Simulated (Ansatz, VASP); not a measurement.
Rh in VASP and in Ansatz

```
CELL_PARAMETERS angstrom
0.00000 1.89785 1.89785
1.89785 0.00000 1.89785
1.89785 1.89785 0.00000
ATOMIC_POSITIONS crystal
Rh 0.00000 0.00000 0.00000
```

Alike in both runs: task single point; functional PBE; k mesh 20 × 20 × 20; occupations gaussian, width 0.05 eV; no spin polarisation.

|  | VASP | Ansatz |
| --- | --- | --- |
| version | VASP 6.6.1 | Ansatz 0.2.0 |
| potentials or method | VASP PAW PBE potentials, release 64 (Rh_pv) | scalar-relativistic, plane waves, PAW |
| plane-wave cutoff (eV) | 520 | 420 |
| valence electrons in the cell | 15 | 17 |

```csv
,VASP,Ansatz,Ansatz less VASP
gap on the k mesh at the Fermi level (eV),none,none,-
pressure (GPa),7.6,7.4,-0.18
```

A gap of «none» marks a metal or a gap that the smearing closes. The two sets of potentials don't hold the same shells in valence.
